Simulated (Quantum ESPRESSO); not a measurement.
**Zn in Quantum ESPRESSO: the effect of functional**

The system is Zn, a slab with vacuum.

```xyz
5
Lattice="2.7786 0.0000 0.0000 -1.3893 2.4063 0.0000 0.0000 0.0000 24.0749" Properties=species:S:1:pos:R:3 pbc="T T T"
Zn    1.3893    0.8021    7.5000
Zn    0.0000    1.6042    9.7687
Zn    0.0000    0.0000   12.0375
Zn    1.3893    0.8021   14.3062
Zn    0.0000    1.6042   16.5749
```

The slab is cut from a database's or a generator's crystal, which needn't be the stable form of the element.

Alike in all runs:

* Program: Quantum ESPRESSO 7.5
* Task: work function
* Potentials or basis: SG15 PBE 1.2
* Cutoff: 952 eV
* Density cutoff: 3810 eV
* k mesh: 7 × 7 × 1
* Occupations: fermi-dirac, width 0.05 eV
* Spin: no spin polarisation

```csv
functional,largest force (eV/Å),work function (eV)
LDA,0.29,4.57
PBEsol,0.09,4.30
RPBE,?,?
revPBE,0.26,4.05
AM05,0.10,4.19
PW91,0.11,4.23
WC,0.07,4.29
```

**Question.** What does the run with functional RPBE give?

**Answer.** Largest force 0.30 eV/Å; work function 4.03 eV.

Caveats: all runs use coarse meshes; the potentials were made for another functional, which shifts forces and pressure.

Runs at the PBE level aren't shown here.
